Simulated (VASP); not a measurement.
CdSe (Cadmoselite): relaxation of cell and atoms with PBE+D3(BJ)

Crystal: CdSe (Cadmoselite).

```
CELL_PARAMETERS angstrom
4.30000 0.00000 0.00000
-2.15000 3.72391 0.00000
0.00000 0.00000 7.02000
ATOMIC_POSITIONS crystal
Cd 0.33333 0.66667 0.00000
Cd 0.66667 0.33333 0.50000
Se 0.33333 0.66667 0.38500
Se 0.66667 0.33333 0.88500
```

```json
{"Program": "VASP 6.6.1", "Task": "relaxation of cell and atoms", "Functional": "PBE", "Dispersion": "D3(BJ)", "Potentials or basis": "VASP PAW PBE potentials, release 64 (Cd, Se)", "Cutoff": "600 eV", "k mesh": "9 × 9 × 4", "Occupations": "gaussian, width 0.03 eV", "Spin": "no spin polarisation", "Further INCAR settings": "ALGO = Normal; EDIFF = 1e-06; IBRION = 2; EDIFFG = -0.01; NSW = 90; ISIF = 3"}
```

```
Relaxed volume                         : 28.69 Å³/atom
Relaxed cell                           : a = 4.327 Å, b = 4.327 Å, c = 7.077 Å, α = 90.00°, β = 90.00°, γ = 120.00°
Space group after relaxing (to 0.05 Å) : P6_3mc (No. 186)
Energy gained by relaxing              : 7.2 meV/atom
Ionic steps                            : 7
Pressure after relaxing                : 0.0 GPa
Largest force after relaxing           : 0.005 eV/Å
Band gap on the k mesh                 : 0.62 eV, direct
Dispersion energy per atom             : -0.312 eV
```

Forces in eV/Å, atoms in the order of the input:
```
Cd   0.000  0.000 -0.005
Cd   0.000  0.000 -0.005
Se   0.000  0.000  0.005
Se   0.000  0.000  0.005
```

The path:
```
step  energy change (eV)  largest force (eV/Å)  pressure (GPa)  volume (Å³)
   1              0.0000                0.2926            1.22       112.41
   2             -0.0234                0.0454           -0.44       115.90
   3             -0.0244                0.0862           -0.20       115.31
   4             -0.0259                0.0464           -0.01       114.86
   5             -0.0261                0.0196            0.13       114.57
   6             -0.0274                0.0139            0.10       114.62
   7             -0.0289                0.0047            0.03       114.77
```

Final structure:
```yaml
crystal:
  lattice:
    - [4.32739, 0.00000, 0.00000]
    - [-2.16370, 3.74763, 0.00000]
    - [0.00000, 0.00000, 7.07706]
  atoms:
    - { symbol: Cd, position: [0.33333, 0.66667, 0.00500] }
    - { symbol: Cd, position: [0.66667, 0.33333, 0.50500] }
    - { symbol: Se, position: [0.33333, 0.66667, 0.38000] }
    - { symbol: Se, position: [0.66667, 0.33333, 0.88000] }
```

Levels at points of the mesh, in eV from the valence-band top:
```tsv
k point	band 14	band 15	band 16	band 17	band 18	band 19	band 20	band 21	band 22
(0.00, 0.00, 0.00)	-0.74	-0.74	-0.06	0.00	0.00	0.62	2.20	5.86	5.86
(0.00, 0.00, 0.50)	-2.63	-0.38	-0.38	-0.38	-0.38	2.34	2.34	5.82	5.82
```

It took 2.9 min on 1 thread of Intel(R) Xeon(R) 6975P-C (Granite Rapids), on a shared host, peak memory 0.33 GiB.

A hybrid or GW would open this gap; PBE tends to underestimate it. Zero-point motion and thermal expansion aren't in these numbers.
